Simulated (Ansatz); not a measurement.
# ZrC: the cost of one run

Program: Ansatz 0.2.0. Level of theory: DFT PBE, scalar-relativistic, plane waves, PAW. These are calculated values, not measurements.

2 further runs of the same task are left out: 1 that didn't finish, 1 set aside as unsound or not needed. Runs told in other sessions of the task aren't counted.

## (1) The system as given

The structure is hexagonal, space group P6_3mc (No. 186). The conventional cell has a = 3.887 Å, b = 3.887 Å, c = 4.718 Å, α = 90.00°, β = 90.00°, γ = 120.00°. Zr (site symmetry 3m) has 5 C at 2.24 to 2.41 Å in its first shell of neighbours. Around C (site symmetry 3m) lie 5 Zr at 2.24 to 2.41 Å.

Structure file:

```xyz
4
Lattice="3.8869 0.0000 0.0000 -1.9434 3.3661 0.0000 0.0000 0.0000 4.7181" Properties=species:S:1:pos:R:3 pbc="T T T"
Zr    1.9434    1.1220    0.3216
Zr    0.0000    2.2441    2.6806
C     1.9434    1.1220    2.6282
C     0.0000    2.2441    0.2691
```

This cell comes from an earlier session at PBE: 15.432 Å³/atom at 0.00 GPa, on a 12×12×6 mesh.

Volume factors to run: 0.980, 1.020, 0.960, 1.040, 1.070, 1.100, 0.945.

## (2) Scaling the volume by 0.980

Input file input.yaml:

```yaml
crystal:
  lattice:
    - [3.8607650037, 0.0, 0.0]
    - [-1.9303825019, 3.3435205713, 0.0]
    - [0.0, 0.0, 4.6864250839]
  atoms:
    - { symbol: Zr, position: [0.6666666667, 0.3333333333, 0.0681625387] }
    - { symbol: Zr, position: [0.3333333333, 0.6666666667, 0.5681625387] }
    - { symbol: C, position: [0.6666666667, 0.3333333333, 0.5570374613] }
    - { symbol: C, position: [0.3333333333, 0.6666666667, 0.0570374613] }
basis:
  ecutwfc: 420
  ecutrho_ratio: 4
kpoints:
  mp_grid: { grid: [12, 12, 6] }
hamiltonian:
  xc: pbe
scf:
  occupations: { method: gaussian, width: 0.05 }
output:
  forces: true
  stress: true
  eigenvalues: true
relax:
  f_tol: 0.01
  max_steps: 40
  cell: { stress_tol: 0.1, fix: [volume] }
```

The run is started by

```sh
ansatz run input.yaml --threads 2 --pin off --max-ram 2662MiB --backend cpu --events-out ev --progress --plain --runs-dir out
```

Q: Estimate wall time and peak memory on 2 threads of Arm Neoverse V2, shared host.

About 13 s, with a peak of 0.41 GiB.
